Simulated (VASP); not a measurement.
A calculation with VASP 6.6.1 of PbS (native input, structure from a POSCAR):

INCAR

```
PREC = Accurate
ENCUT = 500
EDIFF = 1E-7
ISMEAR = 0
SIGMA = 0.02
LREAL = F
LASPH = T
NELM = 100
ALGO = Normal
ISIF = 2
LWAVE = F
LCHARG = F
GGA = RP
NBANDS = 12
```

KPOINTS

```
Automatic mesh
0
Gamma
  8 8 8
```

POSCAR

```
PbS
1.0
    2.1126617058      1.2197458045      3.4519162518
   -2.1126617058      1.2197458045      3.4519162518
    0.0000000000     -2.4394916091      3.4519162518
Pb S
1 1
Direct
    0.9805657800      0.9805657800      0.9805657800
    0.4750355500      0.4750355500      0.4750355500
```

Potentials or basis: VASP PAW PBE potentials, release 64 (Pb, S).

Run with:

```sh
$ cat potpaw_PBE.64/Pb/POTCAR potpaw_PBE.64/S/POTCAR > POTCAR
$ mpirun -np 1 vasp_std > vasp.out
```

The cell is a database's computed one.

Task: Write the same calculation in another form: ASE script, Cartesian positions.

Result: As run:

File run.py:

```python
from ase.calculators.vasp import Vasp
from ase.dft.bandgap import bandgap
from ase.io import read

atoms = read('PbS.xyz')
calc = Vasp(
    directory='calc',
    xc='rpbe',
    pp='PBE',
    setups='minimal',
    prec='Accurate',
    encut=500,
    ediff=1e-07,
    ismear=0,
    sigma=0.02,
    lreal=False,
    lasph=True,
    nelm=80,
    algo='Normal',
    isif=2,
    lwave=False,
    lcharg=False,
    kpts=[8, 8, 8],
    gamma=True,
)
atoms.calc = calc

print('energy (eV):', atoms.get_potential_energy())
print('free energy (eV):', atoms.get_potential_energy(force_consistent=True))
print('forces (eV/A):')
print(atoms.get_forces())
print('stress (eV/A^3, Voigt):', atoms.get_stress())
print('Fermi level (eV):', calc.get_fermi_level())
gap, top, bottom = bandgap(calc)
print('band gap (eV):', gap, 'from (spin, k, band)', top, 'to', bottom)
```

The input PbS.xyz:

```xyz
2
Lattice="2.1126617058 1.2197458045 3.4519162518 -2.1126617058 1.2197458045 3.4519162518 0.0000000000 -2.4394916091 3.4519162518" Properties=species:S:1:pos:R:3 pbc="T T T"
Pb     0.0000000000     -0.0000000001     10.1544928558
S      0.0000000000      0.0000000000      4.9193488057
```

Potentials or basis: VASP PAW PBE potentials, release 64 (Pb, S).

The run is started by

```bash
$ python run.py
```

Both were run:

|  | native input, structure from a POSCAR | ASE script, Cartesian positions |
| --- | --- | --- |
| Pressure | 2.4 GPa | 2.4 GPa |
| Largest force | 0.028 eV/Å | 0.028 eV/Å |
| Band gap on the k mesh | 0.56 eV, direct | 0.56 eV, direct |

Keys that steer only the numerical path or the files written may differ.

Caveat: the PAW data sets were made with another functional, which shifts forces and pressure a little; spin-orbit coupling is left out, which as a rule narrows the gap of such compounds by several tenths of an eV.
